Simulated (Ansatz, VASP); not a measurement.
# Al: VASP beside Ansatz

```xyz
1
Lattice="0.0000 2.0248 2.0248 2.0248 0.0000 2.0248 2.0248 2.0248 0.0000" Properties=species:S:1:pos:R:3 pbc="T T T"
Al    0.0000    0.0000    0.0000
```

Alike in both runs: functional r2SCAN; k mesh 6 × 6 × 6; occupations fermi-dirac, width 0.05 eV; no spin polarisation.

|  | VASP | Ansatz |
| --- | --- | --- |
| version | VASP 6.6.1 | Ansatz 0.2.0 |
| potentials or method | VASP PAW PBE potentials, release 64 (Al) | Ansatz PAW |
| plane-wave cutoff (eV) | 520 | 500 |
| valence electrons in the cell | 3 | 3 |
| task | single point | band structure |

VASP gave:

| Quantity | Value |
| --- | --- |
| gap on the k mesh at the Fermi level (eV) | none |
| pressure (GPa) | -3.3 |

Q: What did Ansatz give for the same quantities?

A: gap on the k mesh at the Fermi level (eV): none; pressure (GPa): -3.0.

A gap of «none» marks a metal or a gap that the smearing closes.

Caveats: the k mesh is coarse (spacing up to 0.45 Å⁻¹), so the values aren't converged; the PAW data sets were made with another functional, which shifts forces and pressure a little (VASP); the PAW data sets come from PBE, with cores solved anew for the run's functional, which leaves a small shift of forces and pressure (Ansatz).
